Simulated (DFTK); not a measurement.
Here is a DFTK 0.8.2 calculation.

Contents of run.jl:

```julia
using DFTK
using PseudoPotentialData
using Unitful, UnitfulAtomic
using LinearAlgebra, Printf
include("save.jl")
disable_threading()

# lattice vectors are the columns
lattice = austrip(1u"Å") * [  4.0896976867  -2.0448488433            0.0;
                      0.0   3.5417820905            0.0;
                      0.0            0.0       3.788167]
symbols   = [:Pb, :S]
positions = [[0.009144, 0.003128, -0.001818],
             [0.649399, 0.318909, 0.504366]]
pseudopotentials = PseudoFamily("dojo.nc.sr.pbe.v0_4_1.standard.upf")
elements = Dict(s => ElementPsp(s, pseudopotentials) for s in unique(symbols))
atoms    = [elements[s] for s in symbols]

build_model(lattice, positions; symmetries=true) =
    model_DFT(lattice, atoms, positions;
              functionals=PBE(),
              temperature=austrip(0.05u"eV"),
              smearing=Smearing.FermiDirac(),
              symmetries)
Ecut  = 34.0  # hartree
kgrid = [8, 8, 7]
tol   = 1e-6
to_GPa = ustrip(uconvert(u"GPa", 1u"hartree/bohr^3"))

model = build_model(lattice, positions)
basis = PlaneWaveBasis(model; Ecut, kgrid)
display(basis)
scfres = self_consistent_field(basis;
                               tol,
                               nbandsalg=AdaptiveBands(model; n_bands_converge=15))
display(scfres.energies)
@printf "Fermi level: %.6f eV\n" ustrip(auconvert(u"eV", something(scfres.εF, NaN)))
forces = compute_forces_cart(scfres)
println("Forces (eV/Å)")
for (s, f) in zip(symbols, forces)
    @printf "%-3s %12.6f %12.6f %12.6f\n" s ustrip.(auconvert.(u"eV/Å", f))...
end
stress = compute_stresses_cart(scfres)
println("Stress (GPa)")
display(round.(stress * to_GPa; digits=4))
println("Levels at the first k-point (eV): ", round.(ustrip.(auconvert.(u"eV", scfres.eigenvalues[1][1:scfres.n_bands_converge])); digits=4))
save_scf!(scfres; forces, stress)
```

Potentials or basis: dojo.nc.sr.pbe.v0_4_1.standard.upf (PBE).

Run with:

```sh
$ julia --threads=1 run.jl  # save.jl only writes the numbers to a file and isn't shown; printed stress counts tension as positive; times include loading and compiling
```

Task: Predict the band gap on the k mesh.

Result: 0.11 eV, indirect (least direct gap 1.65 eV).

Task: What does it give for the pressure?

Result: 0.2 GPa.

Task: What does it give for the largest force?

Result: 0.165 eV/Å.

Stress tensor (GPa, compression positive):
```
 0.17 -0.01 -0.05
-0.01  0.14 -0.04
-0.05 -0.04  0.25
```

Caveat: spin-orbit coupling is left out, which as a rule narrows the gap of such compounds by several tenths of an eV; an odd mesh through Γ misses points on the zone boundary, where band edges often lie.
